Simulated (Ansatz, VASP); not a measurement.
# One calculation of BeS, two programs

```
CELL_PARAMETERS angstrom
4.26432 0.00000 0.00000
0.00000 4.26432 0.00000
0.00000 0.00000 5.78265
ATOMIC_POSITIONS crystal
Be 0.00000 0.00000 0.17943
Be 0.50000 0.00000 0.03219
Be 0.00000 0.50000 0.03219
S 0.00000 0.00000 0.54374
S 0.50000 0.00000 0.68095
S 0.00000 0.50000 0.68095
```

Alike in both runs: functional PBE; k mesh 4 × 4 × 4; occupations gaussian, width 0.1 eV; no spin polarisation.

Ansatz relaxed the structure, and its values are those at the end. VASP's run is a single point on that final structure, the one shown.

|  | VASP | Ansatz |
| --- | --- | --- |
| version | VASP 6.6.1 | Ansatz 0.2.0 |
| potentials or method | VASP PAW PBE potentials, release 64 (Be, S) | scalar-relativistic, plane waves, PAW |
| plane-wave cutoff (eV) | 520 | 420 |
| valence electrons in the cell | 24 | 24 |

Ansatz gave:

```
gap on the k mesh at the Fermi level (eV) : none
pressure (GPa)                            : 0.0
rms of the force components (eV/Å)        : 0.002
```

Question: Which values does VASP return?

Answer: gap on the k mesh at the Fermi level (eV): none; pressure (GPa): -0.1; rms of the force components (eV/Å): 0.017.

A gap of «none» marks a metal or a gap that the smearing closes. The functional is the same, so the differences come from potentials, cutoffs and numerics.

Caveats: the k mesh is coarse (spacing up to 0.37 Å⁻¹), so the values aren't converged.
